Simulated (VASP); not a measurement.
Here is a VASP 6.6.1 calculation.

Contents of INCAR:

```
  PREC = Accurate
  ENCUT = 520
  EDIFF = 1E-6
  ISMEAR = 0
  SIGMA = 0.1
  LREAL = F
  LASPH = T
  NELM = 120
  ALGO = Normal
  ISIF = 3
  LWAVE = F
  LCHARG = F
  GGA = PE
  IBRION = 2
  NSW = 90
  EDIFFG = -0.01
```

Contents of KPOINTS:

```
Automatic mesh
0
Gamma
  9 9 9
```

Contents of POSCAR:

```
SrO
1.0
    0.0000000000      2.5663000000      2.5663000000
    2.5663000000      0.0000000000      2.5663000000
    2.5663000000      2.5663000000      0.0000000000
Sr O
1 1
Direct
    0.5000000000      0.5000000000      0.5000000000
    0.0000000000      0.0000000000      0.0000000000
```

Potentials or basis: VASP PAW PBE potentials, release 64 (Sr_sv, O).

Launch:

```sh
$ cat potpaw_PBE.64/Sr_sv/POTCAR potpaw_PBE.64/O/POTCAR > POTCAR
$ mpirun -np 1 vasp_std > vasp.out
```

Q: Estimate the band gap on the k mesh.

A: 3.34 eV, indirect (least direct gap 3.46 eV).

Q: Estimate the relaxed volume.

A: 17.62 Å³/atom.

Step by step:
```
step  energy change (eV)  largest force (eV/Å)  pressure (GPa)  volume (Å³)
   1              0.0000                0.0000            3.92        33.80
   2             -0.0141                0.0000           -1.45        35.87
   3             -0.0170                0.0000            0.01        35.24
```

Caveat: an odd mesh through Γ misses points on the zone boundary, where band edges often lie. As with any semilocal functional, this PBE gap is likely too small.
